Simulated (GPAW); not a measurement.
# C in GPAW: convergence with bands over the usual count

Aim: find how far bands over the usual count must go before the results for C settle, at r2SCAN. This setting moves, with any that are tied to it; all else stays.

Everything below comes from runs of GPAW 26.7.0. Logs are shortened: lines on timing, memory, paths and dates and some standing lists are left out, and cuts for length are marked. The log counts tension as positive stress, the text compression.

## 1. Starting point

The cell holds a slab with vacuum, 2 atoms: a = 2.456 Å, b = 2.456 Å, c = 8.524 Å, α = 90.00°, β = 90.00°, γ = 120.00°.

## 2. With bands over the usual count 0.72

Contents of run.py:

```python
from ase.dft.bandgap import bandgap
from ase.io import read, write
from ase.units import GPa
from gpaw import GPAW, PW

atoms = read('C.xyz')

calc = GPAW(mode=PW(800),
            xc='MGGA_X_R2SCAN+MGGA_C_R2SCAN',
            kpts={'size': (9, 9, 3), 'gamma': True},
            occupations={'name': 'fermi-dirac', 'width': 0.05},
            nbands=8,
            convergence={'density': 1e-05, 'energy': 1e-05},
            maxiter=100,
            txt='gpaw.txt')
atoms.calc = calc
energy = atoms.get_potential_energy()
forces = atoms.get_forces()
stress = atoms.get_stress()
calc.write('gs.gpw')
write('result.traj', atoms)
print(f'Energy: {energy:.6f} eV')
print('Forces (eV/A):')
print(forces.round(4))
print('Stress (GPa):', (stress / GPa).round(3))
print('Fermi level:', round(calc.get_fermi_level(), 4), 'eV')
print(f'Gap: {bandgap(calc)[0]:.4f} eV, direct: {bandgap(calc, direct=True)[0]:.4f} eV')
```

Contents of C.xyz:

```xyz
2
Lattice="2.4561701622 0.0000000000 0.0000000000 -1.2280850811 2.1271057565 0.0000000000 0.0000000000 0.0000000000 8.5238033600" Properties=species:S:1:pos:R:3 pbc="T T T"
C      1.2280850812      0.7090352521      0.0000000000
C     -0.0000000001      1.4180705044      0.0000000000
```

Potentials or basis: GPAW PAW data sets (gpaw-data 1.2.1), pw.

Launch:

```console
> OMP_NUM_THREADS=1 python run.py
```

It took 23 s on 1 thread of Arm Neoverse V2, shared host; peak memory 0.17 GiB.

Results:

```
Free energy            : -19.8572 eV
Band gap on the k mesh : none (metal or under the smearing width)
```

## 3. With bands over the usual count 0.8

Changes to run.py since step 2:

```diff
@@ -11,3 +11,3 @@
             occupations={'name': 'fermi-dirac', 'width': 0.05},
-            nbands=8,
+            nbands=9,
             convergence={'density': 1e-05, 'energy': 1e-05},
```

C.xyz is that of step 2.

Potentials or basis: GPAW PAW data sets (gpaw-data 1.2.1), pw.

Launch:

```console
> OMP_NUM_THREADS=1 python run.py
```

Wall time 26 s (1 thread of Arm Neoverse V2, shared host); peak memory 0.18 GiB.

It converged, with:

* Free energy: -19.8572 eV
* Band gap on the k mesh: none (metal or under the smearing width)

## 4. With bands over the usual count 0.9

Changes to run.py since step 3:

```diff
@@ -11,3 +11,3 @@
             occupations={'name': 'fermi-dirac', 'width': 0.05},
-            nbands=9,
+            nbands=10,
             convergence={'density': 1e-05, 'energy': 1e-05},
```

C.xyz is that of step 3.

Launch:

```console
> OMP_NUM_THREADS=1 python run.py
```

Wall time 27 s (1 thread of Arm Neoverse V2, shared host); peak memory 0.18 GiB.

It converged, with:

```yaml
Free_energy: -19.8572 eV
Band_gap_on_the_k_mesh: none (metal or under the smearing width)
```

## 5. With bands over the usual count 1

Changes to run.py since step 4:

```diff
@@ -11,3 +11,3 @@
             occupations={'name': 'fermi-dirac', 'width': 0.05},
-            nbands=10,
+            nbands=11,
             convergence={'density': 1e-05, 'energy': 1e-05},
```

C.xyz is that of step 4.

Launch:

```console
> OMP_NUM_THREADS=1 python run.py
```

Run time: 29 s. Hardware: 1 thread of Arm Neoverse V2, shared host; peak memory 0.18 GiB.

It converged, with:

```yaml
Free_energy: -19.8572 eV
Band_gap_on_the_k_mesh: none (metal or under the smearing width)
```

## 6. With bands over the usual count 1.3

Changes to run.py since step 5:

```diff
@@ -11,3 +11,3 @@
             occupations={'name': 'fermi-dirac', 'width': 0.05},
-            nbands=11,
+            nbands=15,
             convergence={'density': 1e-05, 'energy': 1e-05},
```

C.xyz is that of step 5.

Potentials or basis: GPAW PAW data sets (gpaw-data 1.2.1), pw.

Launch:

```console
> OMP_NUM_THREADS=1 python run.py
```

It took 37 s on 1 thread of Arm Neoverse V2, shared host; peak memory 0.18 GiB.

It converged, with:

```yaml
Free_energy: -19.8572 eV
Band_gap_on_the_k_mesh: none (metal or under the smearing width)
```

## 7. With bands over the usual count 1.7

Changes to run.py since step 6:

```diff
@@ -11,3 +11,3 @@
             occupations={'name': 'fermi-dirac', 'width': 0.05},
-            nbands=15,
+            nbands=19,
             convergence={'density': 1e-05, 'energy': 1e-05},
```

C.xyz is that of step 6.

Launch:

```console
> OMP_NUM_THREADS=1 python run.py
```

It took 46 s on 1 thread of Arm Neoverse V2, shared host; peak memory 0.19 GiB.

It converged, with:

- Free energy: -19.8572 eV
- Band gap on the k mesh: none (metal or under the smearing width)

## 8. With bands over the usual count 2.5

Changes to run.py since step 7:

```diff
@@ -11,3 +11,3 @@
             occupations={'name': 'fermi-dirac', 'width': 0.05},
-            nbands=19,
+            nbands=28,
             convergence={'density': 1e-05, 'energy': 1e-05},
```

C.xyz is that of step 7.

Potentials or basis: GPAW PAW data sets (gpaw-data 1.2.1), pw.

Launch:

```console
> OMP_NUM_THREADS=1 python run.py
```

gpaw.txt:

```text
__  _  _
 | _ |_)|_||  |
 |__||  | ||/\| - 26.7.0

Input parameters:
  mode=PW(ecut=800.0),
  convergence={'density': 1e-05, 'energy': 1e-05},
  kpts=MonkhorstPack(size=(9, 9, 3), gamma=True),
  maxiter=100,
  nbands=28,
  occupations=Occupations(name='fermi-dirac', width=0.05),
  xc=XC(name='MGGA_X_R2SCAN+MGGA_C_R2SCAN')

Diagonalizing LCAO Hamiltonian
Converting LCAO to pw mode

        C C

Atoms  # Å, Bohr magnetons
|   | symbol |         x |        y |        z |    initial magnetic moments |
|---|--------|-----------|----------|----------|-----------------------------|
| 0 |      C |  1.228085 | 0.709035 | 0.000000 | ( 0.0000,  0.0000,  0.0000) |
| 1 |      C | -0.000000 | 1.418071 | 0.000000 | ( 0.0000,  0.0000,  0.0000) |

Unit cell  # Å
| periodic |         x |        y |        z |  lengths |     angles |
|----------|-----------|----------|----------|----------|------------|
|      yes |  2.456170 | 0.000000 | 0.000000 | 2.456170 |  90.000000 |
|      yes | -1.228085 | 2.127106 | 0.000000 | 2.456170 |  90.000000 |
|      yes |  0.000000 | 0.000000 | 8.523803 | 8.523803 | 120.000000 |

Number of symmetries: 24
Symmetry operations  # r_c * U_cc + t_c -> r_c
|    | kind |            matrix            |
|----|------|------------------------------|
|  0 |  σ   |  1, 1, 0,  0,-1, 0,  0, 0, 1 |
|  1 |  C2  |  1, 1, 0,  0,-1, 0,  0, 0,-1 |
|  2 |  C6  |  1, 1, 0, -1, 0, 0,  0, 0, 1 |
|  3 |  S6  |  1, 1, 0, -1, 0, 0,  0, 0,-1 |
|  4 |  E   |  1, 0, 0,  0, 1, 0,  0, 0, 1 |
|  5 |  σ   |  1, 0, 0,  0, 1, 0,  0, 0,-1 |
|  6 |  σ   |  1, 0, 0, -1,-1, 0,  0, 0, 1 |
|  7 |  C2  |  1, 0, 0, -1,-1, 0,  0, 0,-1 |
|  8 |  σ   |  0, 1, 0,  1, 0, 0,  0, 0, 1 |
|  9 |  C2  |  0, 1, 0,  1, 0, 0,  0, 0,-1 |
| 10 |  C3  |  0, 1, 0, -1,-1, 0,  0, 0, 1 |
| 11 |  S3  |  0, 1, 0, -1,-1, 0,  0, 0,-1 |
| 12 |  C6  |  0,-1, 0,  1, 1, 0,  0, 0, 1 |
| 13 |  S6  |  0,-1, 0,  1, 1, 0,  0, 0,-1 |
| 14 |  σ   |  0,-1, 0, -1, 0, 0,  0, 0, 1 |
| 15 |  C2  |  0,-1, 0, -1, 0, 0,  0, 0,-1 |
| 16 |  σ   | -1, 0, 0,  1, 1, 0,  0, 0, 1 |
| 17 |  C2  | -1, 0, 0,  1, 1, 0,  0, 0,-1 |
| 18 |  C2  | -1, 0, 0,  0,-1, 0,  0, 0, 1 |
| 19 |  i   | -1, 0, 0,  0,-1, 0,  0, 0,-1 |
| 20 |  C3  | -1,-1, 0,  1, 0, 0,  0, 0, 1 |
| 21 |  S3  | -1,-1, 0,  1, 0, 0,  0, 0,-1 |
| 22 |  σ   | -1,-1, 0,  0, 1, 0,  0, 0, 1 |
| 23 |  C2  | -1,-1, 0,  0, 1, 0,  0, 0,-1 |

BZ-sampling:
  Number of BZ points: 243
  Number of IBZ points: 24

  Monkhorst-Pack size: [9, 9, 3]
  Monkhorst-Pack shift: [0, 0, 0]

K-points  # in reciprocal-cell coordinates
|     |                                coordinates |     weight |
|-----|--------------------------------------------|------------|
|   0 | (  0.00000000,   0.00000000,   0.00000000) | 0.00411523 |
|   1 | (  0.00000000,   0.00000000,   0.33333333) | 0.00823045 |
|   2 | (  0.11111111,   0.00000000,   0.00000000) | 0.02469136 |
|   3 | (  0.11111111,   0.00000000,   0.33333333) | 0.04938272 |
|   4 | (  0.22222222,  -0.11111111,   0.00000000) | 0.02469136 |
|   5 | (  0.22222222,  -0.11111111,   0.33333333) | 0.04938272 |
|   6 | (  0.22222222,   0.00000000,   0.00000000) | 0.02469136 |
|   7 | (  0.22222222,   0.00000000,   0.33333333) | 0.04938272 |
|   8 | (  0.33333333,  -0.11111111,   0.00000000) | 0.04938272 |
|   9 | (  0.33333333,  -0.11111111,   0.33333333) | 0.09876543 |
| ... |                                            |            |
|  23 | (  0.44444444,   0.44444444,   0.33333333) | 0.04938272 |

Plane wave coefficients: 2319
Cutoff: 800.0 eV

Spin-components: 1 (collinear spins)
Bands:           28
Projectors:      10
Spin-degeneracy: 2
Datatype:        complex128

Parallelization:
  kpt:    1
  domain: 1
  band:   1

Density:
  Valence electrons: 8.0
  Components: 1
  Grid points: [18 18 56]
  Charge: 0.0  # |e|

Potential:
  Grid points: [18 18 56]

species:
  C:
    name:    Carbon
    Z:       6.0
    valence: 4
    core:    2
    charge:  0.0  # [|e|]
    compensation charges:
      type: gauss
      rc: 0.20  # [Å]
      lmax: 2
    cutoffs:
      filter: 1.14  # [Å]
      core: 1.14  # [Å]
    projectors
    | kind |    occ | energy [eV] | rcut [Å] |
    |------|--------|-------------|----------|
    |   2s |  2.000 |     -13.751 |    0.635 |
    |   2p |  2.000 |      -5.284 |    0.635 |
    |    s |        |      13.461 |    0.635 |
    |    p |        |      21.927 |    0.635 |
    |    d |        |       0.000 |    0.635 |

    Using partial waves for C as LCAO basis

Reference energy: -2055.256231  # eV

eigensolver:
  PPCG
  Converge bands: occupied
  niter=2

density mixing:
  MSR1-Mixer
  Pratt-step length: 0.05
  Maximum mixing coefficient: 0.75
  Old densities: 10
  SVD Regularization: 0.005
  Good broyden scale: 1.0
  Trust region scale: 1.0
  Backstep threshold: 4.0
  History deletion threshold: 6.0
  Fourier metric: weight=20.0, sigma=0.015

occupation numbers:
  Fermi-Dirac:
    width: 0.0500  # eV

poisson solver:
  ecut: 6400.0  # eV

xc functional:
  name: MGGA_X_R2SCAN+MGGA_C_R2SCAN with 2 nearest neighbor stencil

convergence criteria:
- Maximum integral of absolute [dens]ity change: 1e-05 electrons / valence electron
- Maximum [total energy] change in last 3 cyles: 1e-05 eV / valence electron
- Maximum integral of absolute [eigenst]ate change: 4e-08 eV^2 / valence electron
maximum number of iterations: 100

SCF iterations
|iter     | |      energy | eigst |  dens |
|---------|-|-------------|-------|-------|
|iter:   1| |  -22.457340 | +0.63 |       |
|iter:   2| |  -20.538755 | -1.11 | -0.78 |
|iter:   3| |  -19.873713 | -1.38 | -0.79 |
|iter:   4| |  -19.852107 | -2.88 | -1.48 |
|iter:   5| |  -19.855459 | -3.79 | -1.89 |
|iter:   6| |  -19.855441 | -5.45 | -2.96 |
|iter:   7| |  -19.855444c| -6.88 | -3.75 |
|iter:   8| |  -19.855444c| -7.47c| -4.72 |
|iter:   9| |  -19.855444c| -8.37c| -5.47c|

Converged in 9 steps
Energy contributions relative to reference atoms: (reference = -2055.256231)

Energy contributions:
  Kinetic:          15.989998
  Coulomb:         -16.491385
  Zero:              0.029924
  External:          0.000000
  Xc:              -19.382269
  Entropy:          -0.003423
  Spinorbit:         0.000000
  ----------------------------
  Free energy:     -19.857155
  Extrapolated:    -19.855444

dipole moment: (0.000001, 0.000001, -33.749855)  # |e|*Ang

Fermi level: -0.126
Eigenvalues  # (at kpt = [0.000, 0.000, 0.000])
| band index |      eig [eV] | occ [0-2] |
|------------|---------------|-----------|
|          0 |       -20.994 |     2.000 |
|          1 |        -8.271 |     2.000 |
|          2 |        -3.380 |     2.000 |
|          3 |        -3.380 |     2.000 |
|          4 |         3.279 |     0.000 |
|          5 |         5.709 |     0.000 |
|          6 |         7.231 |     0.000 |
|          7 |         8.599 |     0.000 |
|          8 |         8.600 |     0.000 |
|          9 |        12.386 |     0.000 |
|         10 |        13.134 |     0.000 |
|         11 |        14.121 |     0.000 |
|        ... |               |           |
|         27 |        38.565 |     0.000 |

No gap
No difference between direct/indirect transitions

Forces  # eV/Ang
|        x |       y |       z |
|----------|---------|---------|
|  0.00000 | 0.00000 | 0.00000 |  # C    0
| -0.00000 | 0.00000 | 0.00000 |  # C    1

Stress tensor  # eV/Ang^3
|        x |        y |        z |
|----------|----------|----------|
| 0.000484 | 0.000000 | 0.000000 |
| 0.000000 | 0.000484 | 0.000000 |
| 0.000000 | 0.000000 | 0.001561 |

# Writing to gs.gpw (mode='')
```

stdout:

```text
Energy: -19.855444 eV
Forces (eV/A):
[[ 0.  0.  0.]
 [-0.  0.  0.]]
Stress (GPa): [0.077 0.077 0.25  0.    0.    0.   ]
Fermi level: -0.1255 eV
Gap: 0.0000 eV, direct: 0.0000 eV
```

Wall time 64 s (1 thread of Arm Neoverse V2, shared host); peak memory 0.19 GiB.

Results:

```
Free energy            : -19.8572 eV
Band gap on the k mesh : none (metal or under the smearing width)
```

## 9. The series at a glance

| bands over the usual count | energy less the tightest run, at zero smearing (meV/atom) | SCF cycles | CPU time (s) | peak memory (GiB) |
| --- | --- | --- | --- | --- |
| 0.72 | 0.00 | 10 | 23 | 0.17 |
| 0.8 | 0.00 | 10 | 26 | 0.18 |
| 0.9 | 0.00 | 9 | 27 | 0.18 |
| 1 | 0.00 | 9 | 29 | 0.18 |
| 1.3 | 0.00 | 9 | 37 | 0.18 |
| 1.7 | 0.00 | 9 | 46 | 0.19 |
| 2.5 | 0.00 | 9 | 64 | 0.19 |

Against the tightest run, the energy stays within 1 meV/atom from 0.72 on. The tightest run that finished is the yardstick and may itself not be fully converged.

Caveats: these data sets are soft for forces on short bonds; the PAW data sets were made with another functional, which shifts forces and pressure a little.
